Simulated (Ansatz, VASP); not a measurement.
TaN in VASP and in Ansatz

```
Ta N
1.0
     0.00000    2.20863    2.20863
     2.20863    0.00000    2.20863
     2.20863    2.20863    0.00000
Ta N
1 1
Direct
  0.50000 0.50000 0.50000
  0.00000 0.00000 0.00000
```

Alike in both runs: functional PBE; k mesh 16 × 16 × 16; occupations gaussian, width 0.1 eV; no spin polarisation.

Ansatz relaxed the structure, and its values are those at the end. VASP's run is a single point on that final structure, the one shown.

```csv
,VASP,Ansatz
version,VASP 6.6.1,Ansatz 0.2.0
potentials or method,"VASP PAW PBE potentials, release 64 (Ta_pv, N)","scalar-relativistic, plane waves, PAW"
plane-wave cutoff (eV),520,420
valence electrons in the cell,16,18
```

Ansatz gave:

```
gap on the k mesh at the Fermi level (eV) : none
pressure (GPa)                            : 0.0
```

Q: Which values does VASP return?

A: gap on the k mesh at the Fermi level (eV): none; pressure (GPa): 0.8.

A gap of «none» marks a metal or a gap that the smearing closes. The functional is the same, so the differences come from potentials, cutoffs and numerics. The two sets of potentials don't hold the same shells in valence.

The runs have no spin-orbit coupling, so splittings on Ta are missing.
